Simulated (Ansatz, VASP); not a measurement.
# Two plane-wave programs on Ba

```
Ba
1.0
     4.91620    0.00000    0.00000
     0.00000    4.91620    0.00000
     0.00000    0.00000   21.91620
Ba
3
Direct
  0.50000 0.50000 0.38784
  0.00000 0.00000 0.50000
  0.50000 0.50000 0.61216
```

Alike in both runs: functional PBE; dispersion D3(BJ); k mesh 6 × 6 × 1; occupations gaussian, width 0.1 eV; no spin polarisation.

Ansatz relaxed the structure, and its values are those at the end. VASP's run is a single point on that final structure, the one shown.

|  | VASP | Ansatz |
| --- | --- | --- |
| version | VASP 6.6.1 | Ansatz 0.2.0 |
| potentials or method | VASP PAW PBE potentials, release 64 (Ba_sv) | scalar-relativistic, plane waves, PAW |
| plane-wave cutoff (eV) | 520 | 420 |
| valence electrons in the cell | 30 | 30 |

Ansatz gave:

* gap on the k mesh at the Fermi level (eV): none
* rms of the force components (eV/Å): 0.010
* work function, face that differs most (eV): 2.34

Q: What did VASP give for the same quantities?

A: gap on the k mesh at the Fermi level (eV): none; rms of the force components (eV/Å): 0.014; work function, face that differs most (eV): 2.18.

A gap of «none» marks a metal or a gap that the smearing closes. Ansatz warned: «xc_potential_rough_in_thin_density».

Spin-orbit coupling is left out, which matters for the levels of Ba.
